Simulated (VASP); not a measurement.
Level of theory: HSE06 screened hybrid, VASP's PBE PAW potentials (set 64) (plane waves; VASP 6.6.1).

Input for VASP

### KPOINTS
```
Automatic mesh
0
Gamma
5 5 5
0 0 0
```

POSCAR:
```
BaF2
6.3377940
  0.0000000000   0.5000000000   0.5000000000
  0.5000000000   0.0000000000   0.5000000000
  0.5000000000   0.5000000000   0.0000000000
Ba F
1 2
Direct
  0.0000000000   0.0000000000   0.0000000000
  0.2500000000   0.2500000000   0.2500000000
  0.7500000000   0.7500000000   0.7500000000
```

### INCAR
```
# general
SYSTEM    =  BaF2
PREC      =  Accurate
ENCUT     =  280   # plane-wave cut-off (eV)
LREAL     =  F
LASPH     =  T   # aspherical one-centre terms
ISYM      =  3

# electronic loop
EDIFF     =  1E-6   # SCF stop (eV)
NELM      =  100   # most electronic steps
ALGO      =  Normal   # blocked Davidson
LMAXMIX   =  4   # l cut-off of mixed one-centre charges

# smearing
ISMEAR    =  0   # Gaussian
SIGMA     =  0.01   # width (eV)

# functional
GGA       =  PE   # PBE
LHFCALC   =  T
AEXX      =  0.25
HFSCREEN  =  0.2
PRECFOCK  =  Fast

# ions
ISIF      =  2   # forces and stress, cell fixed

# output
LWAVE     =  F
LCHARG    =  F
```

POTCAR, in this order: Ba_sv F (PBE.64 set). Program: vasp_std.

Output of the run:

OSZICAR:
```
       N       E                     dE             d eps       ncg     rms          rms(c)
DAV:   1    -0.125009067869E+04   -0.12501E+04   -0.97112E+03   328   0.850E+02
DAV:   2    -0.137820742750E+04   -0.12812E+03   -0.12566E+03   424   0.238E+02
DAV:   3    -0.138232334337E+04   -0.41159E+01   -0.41129E+01   440   0.487E+01
DAV:   4    -0.138236487406E+04   -0.41531E-01   -0.41528E-01   416   0.382E+00
DAV:   5    -0.224198081588E+02    0.13599E+04   -0.35751E+00   344   0.166E+01    0.728E+00
DAV:   6    -0.209991816883E+02    0.14206E+01   -0.31103E+00   344   0.151E+01    0.455E+00
DAV:   7    -0.208930418553E+02    0.10614E+00   -0.70893E-01   384   0.574E+00    0.321E+00
DAV:   8    -0.208360926786E+02    0.56949E-01   -0.44215E-02   504   0.184E+00    0.183E+00
DAV:   9    -0.208171916750E+02    0.18901E-01   -0.18392E-02   432   0.134E+00    0.985E-01
DAV:  10    -0.208140540078E+02    0.31377E-02   -0.35047E-03   400   0.645E-01    0.570E-01
DAV:  11    -0.208148314808E+02   -0.77747E-03   -0.15023E-03   328   0.356E-01    0.349E-01
DAV:  12    -0.208163873534E+02   -0.15559E-02   -0.76423E-04   336   0.228E-01    0.215E-01
DAV:  13    -0.208175784748E+02   -0.11911E-02   -0.30848E-04   344   0.145E-01    0.132E-01
DAV:  14    -0.208182928515E+02   -0.71438E-03   -0.13658E-04   344   0.949E-02    0.810E-02
DAV:  15    -0.208186579653E+02   -0.36511E-03   -0.59311E-05   360   0.602E-02    0.506E-02
DAV:  16    -0.208188251535E+02   -0.16719E-03   -0.24932E-05   368   0.389E-02    0.322E-02
DAV:  17    -0.208188975392E+02   -0.72386E-04   -0.10385E-05   360   0.258E-02    0.208E-02
DAV:  18    -0.208189283959E+02   -0.30857E-04   -0.44665E-06   392   0.175E-02    0.136E-02
DAV:  19    -0.208189416840E+02   -0.13288E-04   -0.19707E-06   320   0.122E-02    0.894E-03
DAV:  20    -0.208189475359E+02   -0.58518E-05   -0.93593E-07   288   0.882E-03    0.594E-03
DAV:  21    -0.208189501784E+02   -0.26425E-05   -0.47251E-07   288   0.640E-03    0.399E-03
DAV:  22    -0.208189514002E+02   -0.12218E-05   -0.21623E-07   280   0.429E-03    0.270E-03
DAV:  23    -0.208189519731E+02   -0.57286E-06   -0.10095E-07   288   0.295E-03
   1 F= -.20818952E+02 E0= -.20818952E+02  d E =-.180549E-51
```

### OUTCAR
```
------------------------ aborting loop because EDIFF is reached ----------------------------------------
  FORCE on cell =-STRESS in cart. coord.  units (eV):
  Direction    XX          YY          ZZ          XY          YZ          ZX
  --------------------------------------------------------------------------------------
  Total      -22.4162987    -22.4162987    -22.4162987      0.0000000      0.0000000     -0.0000000
  in kB     -564.3130865   -564.3130865   -564.3130865      0.0000000      0.0000000     -0.0000000
  external PRESSURE =    -564.3130865 kB  Pullay stress =       0.0000000 kB
  volume of cell :       63.64
      direct lattice vectors                 reciprocal lattice vectors
     0.000000000  3.168897000  3.168897000    -0.157783607  0.157783607  0.157783607
     3.168897000  0.000000000  3.168897000     0.157783607 -0.157783607  0.157783607
     3.168897000  3.168897000  0.000000000     0.157783607  0.157783607 -0.157783607
 POSITION                                       TOTAL-FORCE (eV/Angst)
 -----------------------------------------------------------------------------------
      0.00000      0.00000      0.00000        -0.000000     -0.000000      0.000000
      1.58445      1.58445      1.58445        -0.000000     -0.000000     -0.000000
      4.75335      4.75335      4.75335         0.000000      0.000000      0.000000
 -----------------------------------------------------------------------------------
    total drift:                                0.000000     -0.000000     -0.000000
  FREE ENERGIE OF THE ION-ELECTRON SYSTEM (eV)
  ---------------------------------------------------
  free  energy   TOTEN  =       -20.8189519731 eV

  energy  without entropy=      -20.8189519731  energy(sigma->0) =      -20.81895197

  exchange ACFDT corr.  =         0.00000000  see jH, gK, PRB 81, 115126
```
(Selected blocks of OUTCAR.)

File OUTCAR:
```
 val. band max:       -4.1013473107   @ k =  -0.2000   0.2000   0.0000

 cond. band min:       4.5053454303   @ k =   0.0000   0.0000   0.0000


 Fermi energy:        -3.9956956898

 k-point     1 :       0.0000    0.0000    0.0000
  band No.  band energies     occupation
      1     -28.1479      2.00000
      2     -24.6239      2.00000
      3     -24.6154      2.00000
      4     -11.9283      2.00000
      5     -11.9283      2.00000
      6     -11.9283      2.00000
      7      -5.3197      2.00000
      8      -5.3196      2.00000
      9      -5.3173      2.00000
     10      -4.1667      2.00000
     11      -4.1666      2.00000
     12      -4.1635      2.00000
     13       4.5053      0.00000
     14       7.1897      0.00000
     15       7.1897      0.00000
     16       9.3604      0.00000

 k-point     2 :       0.2000    0.0000    0.0000
  band No.  band energies     occupation
      1     -28.0788      2.00000
      2     -24.7244      2.00000
      3     -24.6803      2.00000
      4     -11.9891      2.00000
      5     -11.9800      2.00000
      6     -11.9800      2.00000
      7      -5.2935      2.00000
      8      -5.2910      2.00000
      9      -5.0926      2.00000
     10      -4.3606      2.00000
     11      -4.1831      2.00000
     12      -4.1803      2.00000
     13       5.2930      0.00000
     14       7.1590      0.00000
     15       7.1592      0.00000
     16       8.8528      0.00000

 k-point     3 :       0.4000    0.0000    0.0000
  band No.  band energies     occupation
      1     -27.9612      2.00000
      2     -24.8567      2.00000
      3     -24.7414      2.00000
      4     -12.0754      2.00000
      5     -12.0608      2.00000
      6     -12.0607      2.00000
      7      -5.0839      2.00000
      8      -5.0813      2.00000
      9      -4.7054      2.00000
     10      -4.5637      2.00000
     11      -4.2346      2.00000
     12      -4.2317      2.00000
     13       6.5848      0.00000
...
```

At this cut-off the stress carries a Pulay error, which pulls relaxed volumes low. Unless said otherwise, spin-orbit coupling is left out, though it shifts the bands of the heavy elements here.

The structure comes from a computed database's BaF2 entry; how it stands against other phases isn't given here. The cell was not relaxed at this level. The run is one of a series of settings (ENCUT = 280 against the base run), some of them coarse on purpose.
